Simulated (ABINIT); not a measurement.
# Ta (P6_3/mmc) in ABINIT: settings compared, part 2 of 2

ABINIT 10.8.3 (patched build). The steps go on from the part before.

## (3) Relaxation of cell and atoms, PBE+D4

The input, run.py:

```python
import json, os
import numpy as np
from ase.constraints import FixSymmetry
from ase.optimize import LBFGS
from ase.filters import FrechetCellFilter
from ase.units import GPa
from ase.calculators.mixing import SumCalculator
from dftd4.ase import DFTD4
from ase.calculators.abinit import Abinit, AbinitProfile
from ase import Atoms

atoms = Atoms(['Ta', 'Ta'],
              cell=[[2.9003720726, 0.0, 0.0], [-1.4501860363, 2.5117958953, 0.0], [0.0, 0.0, 5.166274]],
              scaled_positions=[[0.3333333333, 0.6666666667, 0.25], [0.6666666667, 0.3333333333, 0.75]],
              pbc=True)

profile = AbinitProfile(command='abinit', pp_paths=[os.path.abspath('pseudos')])
params = dict(
    pps='pawxml', xc='PBE',
    chksymtnons=0,
    tolsym=1e-05,
    ecut=517.0163,
    pawecutdg=1034.0327,
    pawxcdev=0,
    kptopt=1,
    ngkpt=[11, 11, 5],
    nshiftk=1,
    shiftk=[0.0, 0.0, 0.0],
    ixc=11,
    nband=17,
    occopt=3,
    tsmear=0.05,
    nstep=100,
    tolvrs=1e-09,
    prtwf=0,
    prtden=0,
    ecutsm=0.5,
)

atoms.calc = SumCalculator([Abinit(profile=profile, directory='run', **params), DFTD4(method='pbe')])
atoms.set_constraint(FixSymmetry(atoms, symprec=1e-4))
opt = LBFGS(FrechetCellFilter(atoms), trajectory='opt.traj')
converged = opt.run(fmax=0.01, steps=30)
print('converged', converged)
print('cell (A)', np.round(atoms.cell[:], 5).tolist())
energy = atoms.get_potential_energy()
forces = atoms.get_forces()
stress = atoms.get_stress()
print(f'energy {energy:.6f} eV')
print('forces (eV/A)')
print(np.round(forces, 5))
print('stress (GPa, Voigt, tension positive)', np.round(stress / GPa, 4))
json.dump(dict(energy=energy, forces=forces.tolist(), stress=stress.tolist(), cell=atoms.cell.tolist(), frac=atoms.get_scaled_positions(wrap=False).tolist()), open('results.json', 'w'))
```

Potentials or basis: JTH PAW PBE v2.0.

Started as:

```bash
python run.py
```

Wall time 2.5 min (1 thread of Arm Neoverse V1, shared host); peak memory 0.12 GiB.

The run converged. Its results:

| Property | Result |
| --- | --- |
| Free energy | -3209.4330 eV |
| Relaxed volume | 18.48 Å³/atom |
| Relaxed cell | a = 2.881 Å, b = 2.881 Å, c = 5.142 Å, α = 90.00°, β = 90.00°, γ = 120.00° |
| Space group after relaxing (to 0.05 Å) | P6_3/mmc (No. 194) |
| Energy gained by relaxing | 3.3 meV/atom |
| Ionic steps | 5 |
| Pressure after relaxing | 0.0 GPa |
| Band gap on the k mesh | none (metal or under the smearing width) |
| Valence electrons inside the program's atomic spheres | Ta 10.60 (radii [1.2805] Å) |
| Dispersion energy per atom | -0.312 eV |

The path:
| step | energy change (eV) | largest force (eV/Å) | pressure (GPa) | volume (Å³) |
| --- | --- | --- | --- | --- |
| 1 | 0.0000 | 0.0000 | -3.55 | 37.64 |
| 2 | -0.0053 | 0.0000 | -1.87 | 37.30 |
| 3 | -0.0078 | 0.0000 | 0.06 | 36.94 |
| 4 | -0.0076 | 0.0000 | 0.01 | 36.95 |
| 5 | -0.0067 | 0.0000 | -0.03 | 36.96 |

Final structure:
```
CELL_PARAMETERS angstrom
2.88072 0.00000 0.00000
-1.44036 2.49477 0.00000
0.00000 0.00000 5.14249
ATOMIC_POSITIONS crystal
Ta 0.33333 0.66667 0.25000
Ta 0.66667 0.33333 0.75000
```

Levels at points of the mesh, in eV from the Fermi level:
| k point | band 9 | band 10 | band 11 | band 12 | band 13 | band 14 | band 15 | band 16 | band 17 |
| --- | --- | --- | --- | --- | --- | --- | --- | --- | --- |
| (0.00, 0.00, 0.00) | -8.27 | -4.99 | -0.62 | -0.14 | 0.59 | 0.59 | 1.16 | 1.16 | 3.03 |

Caveat: the log and the count of SCF iterations are those of the last ABINIT call alone; pairwise dispersion overbinds metals, which lowers pressure and volume. The run has no spin-orbit coupling, so splittings on Ta are missing.

## (4) Single point, PBE

The input, run.abi:

```
# Pseudopotentials
pp_dirpath "./"
pseudos "Ta.GGA_PBE-JTH.xml"

# Structure
acell 3*1.0
rprim
     5.4809088767     0.0000000000     0.0000000000
    -2.7404544384     4.7466063231     0.0000000000
     0.0000000000     0.0000000000     9.7628429448
ntypat 1
znucl 73
natom 2
typat 1 1
xred
     0.3333333333     0.6666666667     0.2500000000
     0.6666666667     0.3333333333     0.7500000000

# Plane-wave basis
ecut 23.0
pawecutdg 45.0
pawxcdev 0

# k points
kptopt 1
ngkpt 11 11 5
nshiftk 1
shiftk 0.0 0.0 0.0

# Exchange and correlation
ixc 11

# Bands and occupations
nband 17
occopt 3
tsmear 0.00183747

# SCF cycle
nstep 100
tolvrs 1.0e-9

# Output
iomode 3
prtwf 0
prtden 0
prteig 0
prtebands 0
enunit 2
```

Started as:

```bash
abinit run.abi > log 2>&1
```

Wall time 56 s (1 thread of Arm Neoverse N1, shared host); peak memory 0.14 GiB.

The run converged. Its results:

- Free energy: -3208.8428 eV
- Pressure: -1.5 GPa
- Band gap on the k mesh: none (metal or under the smearing width)
- Valence electrons inside the program's atomic spheres: Ta 10.58 (radii [1.2805] Å)

Stress tensor (GPa, compression positive):
```
-1.80  0.00  0.00
 0.00 -1.80  0.00
 0.00  0.00 -0.92
```

Levels at points of the mesh, in eV from the Fermi level:
```csv
k point,band 10,band 11,band 12,band 13,band 14,band 15,band 16,band 17
"(0.00, 0.00, 0.00)",-4.92,-0.57,-0.17,0.59,0.59,1.15,1.15,2.96
```

## (5) Single point, LDA

Edit run.abi of step 4 so:

```diff
@@ -21,3 +21,2 @@
 pawecutdg 45.0
-pawxcdev 0
 
@@ -30,3 +29,3 @@
 # Exchange and correlation
-ixc 11
+ixc 7
```

Started as:

```bash
abinit run.abi > log 2>&1
```

Run time: 54 s. Hardware: 1 thread of Arm Neoverse N1, shared host; peak memory 0.12 GiB.

It converged, with:

```
Free energy                                           : -3223.0302 eV
Pressure                                              : -12.2 GPa
Band gap on the k mesh                                : none (metal or under the smearing width)
Valence electrons inside the program's atomic spheres : Ta 10.61 (radii [1.2805] Å)
```

Stress tensor (GPa, compression positive):
```
-13.19   0.00   0.00
  0.00 -13.19   0.00
  0.00   0.00 -10.11
```

Levels at points of the mesh, in eV from the Fermi level:
| k point | band 9 | band 10 | band 11 | band 12 | band 13 | band 14 | band 15 | band 16 | band 17 |
| --- | --- | --- | --- | --- | --- | --- | --- | --- | --- |
| (0.00, 0.00, 0.00) | -8.14 | -4.90 | -0.60 | -0.02 | 0.55 | 0.55 | 1.10 | 1.10 | 2.88 |

Caveat: the PAW data sets were made with another functional, which shifts forces and pressure a little.

## (6) Single point, PBEsol

Edit run.abi of step 5 so:

```diff
@@ -21,2 +21,3 @@
 pawecutdg 45.0
+pawxcdev 0
 
@@ -29,3 +30,3 @@
 # Exchange and correlation
-ixc 7
+ixc -116133
```

Potentials or basis: JTH PAW PBE v2.0.

Started as:

```bash
abinit run.abi > log 2>&1
```

run.abo:

```text
.Version 10.8.3 of ABINIT
 Symmetries : space group P6_3/m m c (#194); Bravais hP (primitive hexag.)
================================================================================
 Values of the parameters that define the memory need of the present run
     intxc =       0    ionmov =       0      iscf =      17    lmnmax =      18
     lnmax =       6     mgfft =      45  mpssoang =       3    mqgrid =    3001
     natom =       2  nloc_mem =       2    nspden =       1   nspinor =       1
    nsppol =       1      nsym =      24    n1xccc =       1    ntypat =       1
    occopt =       3   xclevel =       2
       mpw =        1366          nfft =       25920          nkpt =          48
 PAW method is used; the additional fine FFT grid is defined by:
   mgfftf=        60    nfftf =     77760
================================================================================
================================================================================

--------------------------------------------------------------------------------
------------- Echo of variables that govern the present computation ------------
--------------------------------------------------------------------------------
 -outvars: echo values of preprocessed input variables --------
            acell      1.0000000000E+00  1.0000000000E+00  1.0000000000E+00 Bohr
              amu      1.80947900E+02
             ecut      2.30000000E+01 Hartree
           enunit           2
              ixc     -116133
         kptrlatt       11    0    0      0   11    0      0    0    5
          kptrlen      4.88142147E+01
            natom           2
            nband          17
            ngfft          24      24      45
[... 207 lines left out ...]
total_energy_dc     : -1.18038727179832E+02
total_energy_dc_eV  : -3.21199739727438E+03
...

--- !EnergyTermsWithPAWCore
iteration_state     : {dtset: 1, }
comment             : 'Components of total free energy, including PAW core contributions'
Total energy        : -3.12006466933268E+04
Total energy DC     : -3.12006467044787E+04
Total energy (eV)   : -8.49012848296506E+05
Total energy DC (eV): -8.49012848599964E+05
...

 Cartesian components of stress tensor (hartree/bohr^3)
  sigma(1 1)=  2.79496611E-04  sigma(3 2)=  0.00000000E+00
  sigma(2 2)=  2.79496609E-04  sigma(3 1)=  0.00000000E+00
  sigma(3 3)=  2.19091127E-04  sigma(2 1)=  6.55984299E-13

-Cartesian components of stress tensor (GPa)         [Pressure= -7.6307E+00 GPa]
- sigma(1 1)=  8.22307419E+00  sigma(3 2)=  0.00000000E+00
- sigma(2 2)=  8.22307415E+00  sigma(3 1)=  0.00000000E+00
- sigma(3 3)=  6.44588351E+00  sigma(2 1)=  1.92997244E-08

== END DATASET(S) ==============================================================
================================================================================

 -outvars: echo values of variables after computation  --------
            acell      1.0000000000E+00  1.0000000000E+00  1.0000000000E+00 Bohr
           etotal     -1.1803872718E+02
            fcart     -1.2281928434E-29 -3.5454873438E-29 -0.0000000000E+00
                       1.2281928434E-29  3.5454873438E-29 -0.0000000000E+00
            rprim      5.4809088767E+00  0.0000000000E+00  0.0000000000E+00
                      -2.7404544384E+00  4.7466063231E+00  0.0000000000E+00
                       0.0000000000E+00  0.0000000000E+00  9.7628429448E+00
           strten      2.7949661067E-04  2.7949660935E-04  2.1909112738E-04
                       0.0000000000E+00  0.0000000000E+00  6.5598429898E-13
           xangst     -1.7639508654E-11  1.6745305957E+00  1.2915684991E+00
                       1.4501860353E+00  8.3726529787E-01  3.8747054974E+00
             xred      3.3333333333E-01  6.6666666667E-01  2.5000000000E-01
                       6.6666666667E-01  3.3333333333E-01  7.5000000000E-01
 Calculation completed.
```

It took 59 s on 1 thread of Arm Neoverse N1, shared host; peak memory 0.14 GiB.

Results:

```yaml
Free_energy: -3211.9974 eV
Pressure: -7.6 GPa
Band_gap_on_the_k_mesh: none (metal or under the smearing width)
Valence_electrons_inside_the_program's_atomic_spheres: Ta 10.58 (radii [1.2805] Å)
```

Levels at points of the mesh, in eV from the Fermi level:
| k point | band 11 | band 12 | band 13 | band 14 | band 15 | band 16 |
| --- | --- | --- | --- | --- | --- | --- |
| (0.00, 0.00, 0.00) | -0.58 | -0.14 | 0.58 | 0.58 | 1.14 | 1.14 |

Caveat: the PAW data sets were made with another functional, which shifts forces and pressure a little.

## (7) Summary

```csv
task,level,cell,cutoff (eV),cutoff smearing ecutsm (Ha),optimiser,force threshold (eV/Å),dispersion computed by,fine-grid cutoff,gap on the mesh (eV),pressure (GPa),relaxed volume (Å³/atom)
relaxation of cell and atoms,PBE+D3(BJ),relaxed,517,0.5,LBFGS,0.01,simple-dftd3 1.7.0,1034.03 eV,none,0.0,18.19
relaxation of cell and atoms,PBE+D4,relaxed,517,0.5,LBFGS,0.01,dftd4 4.3.1,1034.03 eV,none,0.0,18.48
single point,PBE,as given,626,-,-,-,-,1224.51 eV,none,-1.5,-
single point,LDA,as given,626,-,-,-,-,1224.51 eV,none,-12.2,-
single point,PBEsol,as given,626,-,-,-,-,1224.51 eV,none,-7.6,-
```

Alike in all rows: potentials or basis JTH PAW PBE v2.0; no spin polarisation; k mesh 11 × 11 × 5; smearing fermi-dirac 0.05 eV.

Every run on the cell as given and a fine mesh finds a metal. The pressure there spans -12.2 GPa (LDA) to -1.5 GPa (PBE); a positive pressure means that this level wants a larger cell, a negative one a smaller.

Caveats: pairwise dispersion overbinds metals, which lowers pressure and volume (some runs); the PAW data sets were made with another functional, which shifts forces and pressure a little (some runs).

Absolute energies hang on the potentials; compare differences alone.
